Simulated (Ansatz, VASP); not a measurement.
## Mo: 3 runs at one level of theory

The starting cell:

```
Mo
1.0
    -1.58381    1.58381    1.58381
     1.58381   -1.58381    1.58381
     1.58381    1.58381   -1.58381
Mo
1
Direct
  0.00000 0.00000 0.00000
```

Alike in all runs: task relaxation of cell and atoms; functional revPBE; k mesh 12 × 12 × 12; occupations fermi-dirac, width 0.05 eV; no spin polarisation; no spin-orbit coupling.

```tsv
program and potentials	plane-wave cutoff (eV)	notes	equilibrium volume (Å³/atom)
Ansatz, Ansatz PAW	420	potentials made for PBE, which Ansatz adapts in part	15.93
VASP, PBE PAW files Mo_sv, 600 eV	600	potentials made for PBE	15.96
Ansatz, all-electron LAPW, scalar-relativistic	-	-	15.93
```

The equilibrium volume spans 15.93 (Ansatz, all-electron LAPW, scalar-relativistic) to 15.96 Å³/atom (VASP, PBE PAW files Mo_sv, 600 eV), with all-electron results at 15.93. Some sets were made for another functional than the one run, which can shift their rows. Relaxations stop with a little pressure left, so the last digit of a volume isn't settled.

Differences between rows come from potentials, basis sets and numerical settings, since the functional is the same but for its coding. Runs on potential files found faulty are left out.
